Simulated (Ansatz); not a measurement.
# Te2Mo monolayer (2H): modes against uniaxial strain along a, the zigzag direction, with the width clamped, part 3 of 3

Aim: how do the optical modes of Te2Mo monolayer (2H) shift and split under this strain?

Ansatz 0.2.0; DFT PBEsol, scalar-relativistic, plane waves, PAW; PAW set soft_1.

So far, highest optical mode at the zone centre (no LO-TO term) (cm⁻¹): step 4 (modes at rest) 295; step 6 (strain 5 %) 291.

## Step 7: A member of the series: uniaxial strain of -3 % along a, the zigzag direction, with the width clamped (continued)

The steps of the relaxation:

| step | energy less that of the first step (eV) | largest force component (eV/Å) |
| --- | --- | --- |
| 1 | 0.0000 | 0.0995 |
| 2 | 0.0047 | 0.2624 |
| 3 | -0.0009 | 0.0025 |
| 4 | -0.0009 | 0.0047 |
| 5 | -0.0009 | 0.0000 |

Relaxation steps 2, 4 were tried and not accepted.

The run keeps the 4 symmetry operations that it works with, so distortions that break them were not tested.

Final coordinates:

```xyz
3
Lattice="3.3862 0.0000 0.0000 -1.6931 3.0233 0.0000 0.0000 0.0000 31.0000" Properties=species:S:1:pos:R:3
Mo    0.0000    2.0253   10.0000
Te    1.6931    1.0029   11.8239
Te    1.6931    1.0029    8.1761
```

Numbers from this step:

* gap on the k-mesh: 1.127 eV
* area per atom: 3.413 Å²

The largest force component left is 0.031 meV/Å.

## Step 8: Zone-centre modes of the member: uniaxial strain of -3 % along a, the zigzag direction, with the width clamped

The zone-centre modes follow for uniaxial strain of -3 % along a, the zigzag direction, with the width clamped.

The input, input.yaml:

```yaml
crystal:
  lattice:
    - [3.3862468046, 0.0, 0.0]
    - [-1.6931234023, 3.0232739756, 0.0]
    - [0.0, 0.0, 31.0]
  atoms:
    - { symbol: Mo, position: [0.3349540071, 0.6699080143, 0.3225806452] }
    - { symbol: Te, position: [0.6658563298, 0.3317126596, 0.38141539] }
    - { symbol: Te, position: [0.6658563298, 0.3317126596, 0.2637459003] }
  periodic: [true, true, false]
kpoints:
  mp_grid: { grid: [9, 9, 1] }
hamiltonian:
  xc: pbesol
  pseudopotentials: { kind: paw, azcp: { folder: soft_1 }, xc_functional: pbe }
scf:
  occupations: { method: fixed }
output:
  eigenvalues: true
phonons:
  method: dfpt
```

Started as:

```sh
> ansatz run input.yaml --threads 4 --pin off --max-ram 16384MiB --backend cpu --events-out ev --progress --plain --runs-dir out
```

Numbers of over 12 decimals in the logs are rounded to 6 here.

The program printed:

```text
[...]
Crystal: 3 atoms, lattice volume = 317.364 Å³
Basis set: ecut = 420 eV, 6189 PW (Γ), exchange–correlation on 48×48×432 points (8 copies of the dense FFT grid, shifted against one another)
Bands: 28, of which v1, the nominal top of the filled ones, is band 23 counted from 1 (22 counted from 0)
Symmetry: 4 space group operations
[...]
k-point 24: bands = [... 19 lower, -7.8529, -7.1165, -6.1137, -5.3018, -3.5829, -2.8069, -2.7276, -1.1377, ... 1 higher]
  ° read free of the cell's end (the report's vacuum.weakly_bound_levels)
[...]
ASR residual: 6.526e-4 → 0.000e0 eV/Å²; symmetrization residual: 4.800e-5 eV/Å²
[...]
ASR residual per site (eV/Å²): 6.53e-4 2.75e-5 3.34e-5
  Γ frequencies (cm⁻¹): 0.00 0.00 0.00 118.15 118.85 173.39 238.12 240.89 296.60
[...]
[key lines of the parts left out:]
SCF converged after 13 iterations
Free energy (F): -18701.455584 eV
Fermi energy:    -4.733193 eV
```

The job ended after 70 s (4 threads of Arm Neoverse V1, shared host; peak memory 1.2 GiB; 4.4 min of CPU time).

Numbers from this step:

| Property | Result |
| --- | --- |
| sum-rule residual before enforcement | 6.53e-4 eV/Å² |
| highest optical mode at the zone centre (no LO-TO term) | 296.6 cm⁻¹ |
| lowest optical zone-centre mode | 118.2 cm⁻¹ |

Without the LO-TO term. Patterns of degenerate modes are one choice out of their space. Modes at Γ, with each element's share of the kinetic energy:

| mode | frequency (cm⁻¹) | symmetry | Mo % | Te % |
| --- | --- | --- | --- | --- |
| 1 | 0.0 | acoustic | 27 | 73 |
| 2 | 0.0 | acoustic | 27 | 73 |
| 3 | 0.0 | acoustic | 27 | 73 |
| 4 | 118.2 | B1 | 0 | 100 |
| 5 | 118.8 | A2 | 0 | 100 |
| 6 | 173.4 | A1 | 0 | 100 |
| 7 | 238.1 | A1 | 73 | 27 |
| 8 | 240.9 | B2 | 73 | 27 |
| 9 | 296.6 | B1 | 73 | 27 |

The lowest optical mode is real, 118 cm⁻¹, and the highest lies at 296.6 cm⁻¹.

## Step 9: All members side by side

The members are set side by side, also those not shown above.

Energies are extrapolated to zero smearing, and E0 is that at rest; the cell is clamped and the atoms are relaxed. State of the crystal along the series:

| strain (%) | E - E0 (meV/atom) | gap on mesh (eV) |
| --- | --- | --- |
| -3 | 9.941 | 1.127 |
| -2 | 4.281 | 1.287 |
| -1 | 1.038 | 1.248 |
| 0 | 0 | 1.203 |
| 1 | 0.9762 | 1.158 |
| 2 | 3.783 | 1.114 |
| 3 | 8.264 | 1.071 |
| 4 | 14.26 | 1.029 |
| 5 | 21.64 | 0.9894 |

Optical modes are counted from below at rest and tracked from member to member by their patterns, and modes that stay within 0.3 cm⁻¹ of each other stand once; labels, where given, are those at rest, then, where named, those of the strained cell; the cell is clamped and the atoms are relaxed. Optical modes along the series:

| strain (%) | optical mode 1 E'' to A2 single part (cm⁻¹) | optical mode 2 E'' single part (cm⁻¹) | optical mode 3 A1' to A1 (cm⁻¹) | optical mode 4 E' single part (cm⁻¹) | optical mode 5 E' to A1 single part (cm⁻¹) | optical mode 6 A2'' (cm⁻¹) |
| --- | --- | --- | --- | --- | --- | --- |
| -3 | 118.8 | 118.2 | 173.4 | 240.9 | 238.1 | 296.6 |
| -2 | 118.7 | 118.2 | 173.4 | 240.2 | 238.2 | 296.3 |
| -1 | 118.5 | 118.2 | 173.4 | 239.3 | 238.2 | 295.8 |
| 0 | 118.2 | 118.2 | 173.3 | 238.2 | 238.2 | 295.3 |
| 1 | 117.9 | 118.1 | 173.2 | 237 | 238.1 | 294.6 |
| 2 | 117.5 | 117.9 | 173.1 | 235.7 | 237.9 | 293.8 |
| 3 | 117.1 | 117.7 | 172.9 | 234.2 | 237.7 | 292.9 |
| 4 | 116.7 | 117.3 | 172.6 | 232.5 | 237.4 | 291.9 |
| 5 | 116.2 | 117 | 172.4 | 230.8 | 237 | 290.8 |

Value and slope at zero strain of a cubic (a lower polynomial where under five rows exist) through the rows within 2 % of rest. Slopes at rest:

| mode | frequency (cm⁻¹) | shift per percent of strain (cm⁻¹) |
| --- | --- | --- |
| optical mode 1 E'' to A2 single part | 118.2 | -0.29 |
| optical mode 2 E'' single part | 118.2 | -0.08 |
| optical mode 3 A1' to A1 | 173.3 | -0.09 |
| optical mode 4 E' single part | 238.2 | -1.14 |
| optical mode 5 E' to A1 single part | 238.2 | -0.06 |
| optical mode 6 A2'' | 295.3 | -0.62 |

## Step 10: Summary of results

| Property | Result |
| --- | --- |
| members | 9 |
| highest optical mode at the zone centre (no LO-TO term), at rest | 295.3 cm⁻¹ |
| optical mode 3 A1' to A1, shift per percent | -0.09 cm⁻¹ |
| optical mode 4 E' single part, shift per percent | -1.14 cm⁻¹ |
| optical mode 5 E' to A1 single part, shift per percent | -0.06 cm⁻¹ |
| optical mode 6 A2'', shift per percent | -0.62 cm⁻¹ |

**Reading.** The strain lowers the symmetry: the level at 238.2 cm⁻¹ splits, into 230.8 and 237.0 cm⁻¹ at +5 %. Within 2 % of rest optical mode 2 E'' single part and optical mode 5 E' to A1 single part bend away from a straight line, so a single slope holds only near rest. The fastest shift in the table of slopes is -1.1 cm⁻¹ for each percent (optical mode 4 E' single part). The width is clamped, so the contraction across the strain that a free sheet shows is left out. These are harmonic frequencies at zero temperature: anharmonic shifts, linewidths and thermal expansion are left out. Spin-orbit coupling is left out, which can matter for the heavy elements here. The starting cell was built on a prototype and not taken from a measurement. The PAW files were made for PBE; the program adapts parts of them to the functional of the run, but their partial waves stay those of PBE, an approximation that was not tested in this session. Only the zone centre was solved, so an instability at another wavevector cannot show here. In a sheet the LO-TO splitting vanishes at the zone centre, so no such term is missing here.

[Logs are printed without paths, hosts, clocks, repeated set-up lines and the standing remarks that a program may print on its own settings, such as how far it seeks lower states.]

[Hosts, paths, dates, database ids (printed as entryN), source tags and the programs' standing remarks are cut or masked in the printed files.]
